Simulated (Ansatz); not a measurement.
## LaAlO3 (model structure, started from the R-3c-perovskite type, R-3c, No. 167, 10 atoms in the cell)

Calculation: LDA (Ansatz, an electronic-structure program, PAW).

Run with plane-wave cutoff 520 eV, 8×8×8 k mesh, Fermi–Dirac smearing 0.01 eV, scalar-relativistic PAW data made under PBE.

Cell (relaxed at this level):

```
CELL_PARAMETERS angstrom
      2.65060     1.53033     4.31146
     -2.65060     1.53033     4.31146
      0.00000    -3.06065     4.31146
ATOMIC_POSITIONS crystal
  La 0.25000 0.25000 0.25000
  La 0.75000 0.75000 0.75000
  Al 0.00000 0.00000 0.00000
  Al 0.50000 0.50000 0.50000
  O  0.78074 0.71926 0.25000
  O  0.25000 0.78074 0.71926
  O  0.71926 0.25000 0.78074
  O  0.21926 0.28074 0.75000
  O  0.75000 0.21926 0.28074
  O  0.28074 0.75000 0.21926
```

```yaml
band_gap: 3.89 eV (on the SCF k mesh)
bulk modulus B0: 210 GPa
```

Note: the bulk modulus is −V dP/dV from two relaxed cells at ±2 % in volume.

Spin–orbit coupling is not included.

The computed numbers hold no vibrational or temperature effects.

A model structure was made by putting elements into a prototype or built by hand; here it ended with the formula and space group of a phase in our tables.
